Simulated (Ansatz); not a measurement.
Zincblende BN, relaxed with r2SCAN in Ansatz. The symmetry is F-43m (No. 216, cubic); conventional cell a = 3.610 Å, 5.88 Å³ an atom. Around B lie 4 N at 1.56 Å; around N lie 4 B at 1.56 Å.

The axes x, y and z are those of this cell:
```yaml
crystal:
  lattice:
    - [0.00000, 1.80483, 1.80483]
    - [1.80483, 0.00000, 1.80483]
    - [1.80483, 1.80483, 0.00000]
  atoms:
    - { symbol: B, position: [0.00000, 0.00000, 0.00000] }
    - { symbol: N, position: [0.25000, 0.25000, 0.25000] }
```

Unstrained: The PBE gap is indirect, 4.477 eV (Γ to X), below the direct gap of 8.852 eV at Γ. The r2SCAN gap is indirect, 5.003 eV (Γ to X), below the direct gap of 9.587 eV at Γ. With HSE06 the valence top lies at Γ and the conduction bottom at X, 5.794 eV higher; the smallest vertical gap, at Γ, is 10.592 eV. Meshes: PBE 12×12×12, r2SCAN 12×12×12, HSE06 8×8×8. Strains are changes of length per length. After each strain the atoms were relaxed again with r2SCAN within the symmetry that the strain leaves, so tilts or polar shifts that break it weren't tested; points keep the names that they have in the unstrained zone. Calculated for a static, non-magnetic cell.

Q: Apply isotropic +4.0 % on every length. How far does the gap move, against the unstrained cell?

A: PBE: the gap goes from 4.477 to 4.338 eV (-0.139 eV). r2SCAN: the gap goes from 5.003 to 4.839 eV (-0.164 eV). HSE06: the gap goes from 5.794 to 5.624 eV (-0.170 eV). The r2SCAN energy rises by 93.1 meV an atom.

Q: Estimate what isotropic -3.0 % on every length does to the gap.

A: PBE: the gap goes from 4.477 to 4.568 eV (+0.091 eV). r2SCAN: the gap goes from 5.003 to 5.116 eV (+0.113 eV). HSE06: the gap goes from 5.794 to 5.910 eV (+0.116 eV). The r2SCAN energy rises by 63.2 meV an atom.

Q: Apply isotropic +2.0 % on every length. How far does the gap move, against the unstrained cell?

A: PBE: the gap goes from 4.477 to 4.409 eV (-0.068 eV). r2SCAN: the gap goes from 5.003 to 4.923 eV (-0.080 eV). HSE06: the gap goes from 5.794 to 5.711 eV (-0.083 eV). The r2SCAN energy rises by 24.5 meV an atom.

Q: Apply isotropic +1.0 % on every length. How far does the gap move, against the unstrained cell?

A: PBE: the gap goes from 4.477 to 4.443 eV (-0.034 eV). r2SCAN: the gap goes from 5.003 to 4.963 eV (-0.040 eV). HSE06: the gap goes from 5.794 to 5.753 eV (-0.041 eV). The r2SCAN energy rises by 6.3 meV an atom.

Q: Estimate what isotropic -2.0 % on every length does to the gap.

A: PBE: the gap goes from 4.477 to 4.535 eV (+0.058 eV). r2SCAN: the gap goes from 5.003 to 5.079 eV (+0.076 eV). HSE06: the gap goes from 5.794 to 5.870 eV (+0.076 eV). The r2SCAN energy rises by 27.4 meV an atom.

Q: Apply isotropic +3.0 % on every length. How far does the gap move, against the unstrained cell?

A: PBE: the gap goes from 4.477 to 4.374 eV (-0.103 eV). r2SCAN: the gap goes from 5.003 to 4.882 eV (-0.121 eV). HSE06: the gap goes from 5.794 to 5.668 eV (-0.126 eV). The r2SCAN energy rises by 53.7 meV an atom.

Q: Estimate what isotropic -1.0 % on every length does to the gap.

A: PBE: the gap goes from 4.477 to 4.506 eV (+0.029 eV). r2SCAN: the gap goes from 5.003 to 5.041 eV (+0.038 eV). HSE06: the gap goes from 5.794 to 5.832 eV (+0.038 eV). The r2SCAN energy rises by 6.7 meV an atom.

Q: Apply isotropic -4.0 % on every length. How far does the gap move, against the unstrained cell?

A: PBE: the gap goes from 4.477 to 4.599 eV (+0.122 eV). r2SCAN: the gap goes from 5.003 to 5.152 eV (+0.149 eV). HSE06: the gap goes from 5.794 to 5.949 eV (+0.155 eV). The r2SCAN energy rises by 115.4 meV an atom.

The meshes of the hybrids are coarse, so their gaps aren't converged to the digits shown.
